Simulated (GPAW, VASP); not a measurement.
This is a calculation of SnO for VASP 6.6.1. The cell is a database's computed one, not the measured one.

INCAR

```
SYSTEM = SnO
PREC = Accurate
ENCUT = 520
EDIFF = 1E-7
ISMEAR = 0
SIGMA = 0.024
LREAL = .False.
LASPH = .True.
NELM = 60
ALGO = Normal
ISIF = 2
LWAVE = .False.
LCHARG = .False.
GGA = PE
NBANDS = 28
```

File KPOINTS:

```
regular mesh
0
Gamma
  7 7 6
  0 0 0
```

Contents of POSCAR:

```
SnO
1.0
    3.8136952200      0.0000000000      0.0000000000
    0.0000000000      3.8136952200      0.0000000000
    0.0000000000      0.0000000000      4.8869133000
Sn O
2 2
Direct
    0.5000000000      0.0000000000      0.7646261400
    0.0000000000      0.5000000000      0.2353738600
    0.0000000000      0.0000000000      0.0000000000
    0.5000000000      0.5000000000      0.0000000000
```

Potentials or basis: VASP PAW PBE potentials, release 64 (Sn_d, O).

Run with:

```console
$ cat potpaw_PBE.64/Sn_d/POTCAR potpaw_PBE.64/O/POTCAR > POTCAR
$ mpirun -np 1 vasp_std > vasp.out
```

**Question.** Set up the same calculation for GPAW 26.7.0 (ASE script). Potentials or basis there: GPAW PAW data sets (gpaw-data 1.2.1), cutoff 800 eV.

**Answer.** As run (cutoffs and basis follow the program's own potentials, and thresholds, step limits or extra output files can differ):

File run.py:

```python
from ase.dft.bandgap import bandgap
from ase.io import read, write
from ase.units import Bohr, GPa
from gpaw import GPAW, PW
from gpaw.elf import elf_from_dft_calculation

atoms = read('SnO.xyz')

calc = GPAW(mode=PW(800),
            xc='PBE',
            kpts={'size': (7, 7, 6), 'gamma': True},
            occupations={'name': 'methfessel-paxton', 'order': 0, 'width': 0.024},
            nbands=33,
            convergence={'density': 1e-05, 'energy': 1e-05},
            maxiter=150,
            txt='gpaw.txt')
atoms.calc = calc
energy = atoms.get_potential_energy()
forces = atoms.get_forces()
stress = atoms.get_stress()
calc.write('gs.gpw')
write('result.traj', atoms)
print(f'Energy: {energy:.6f} eV')
print('Forces (eV/A):')
print(forces.round(4))
print('Stress (GPa):', (stress / GPa).round(3))
print('Fermi level:', round(calc.get_fermi_level(), 4), 'eV')
print(f'Gap: {bandgap(calc)[0]:.4f} eV, direct: {bandgap(calc, direct=True)[0]:.4f} eV')

# fields on the real-space grid
write('density.cube', atoms, data=calc.get_pseudo_density() * Bohr**3)
write('potential.cube', atoms, data=calc.get_electrostatic_potential())
write('elf.cube', atoms, data=elf_from_dft_calculation(calc).data)
```

Contents of SnO.xyz:

```xyz
4
Lattice="3.8136952200 0.0000000000 0.0000000000 0.0000000000 3.8136952200 0.0000000000 0.0000000000 0.0000000000 4.8869133000" Properties=species:S:1:pos:R:3 pbc="T T T"
Sn     1.9068476100      0.0000000000      3.7366616531
Sn     0.0000000000      1.9068476100      1.1502516469
O      0.0000000000      0.0000000000      0.0000000000
O      1.9068476100      1.9068476100      0.0000000000
```

Potentials or basis: GPAW PAW data sets (gpaw-data 1.2.1), pw.

Command:

```sh
$ OMP_NUM_THREADS=1 python run.py
```

Both were run:

|  | VASP | GPAW |
| --- | --- | --- |
| Pressure | 3.8 GPa | 2.8 GPa |

Pressure is positive in compression.
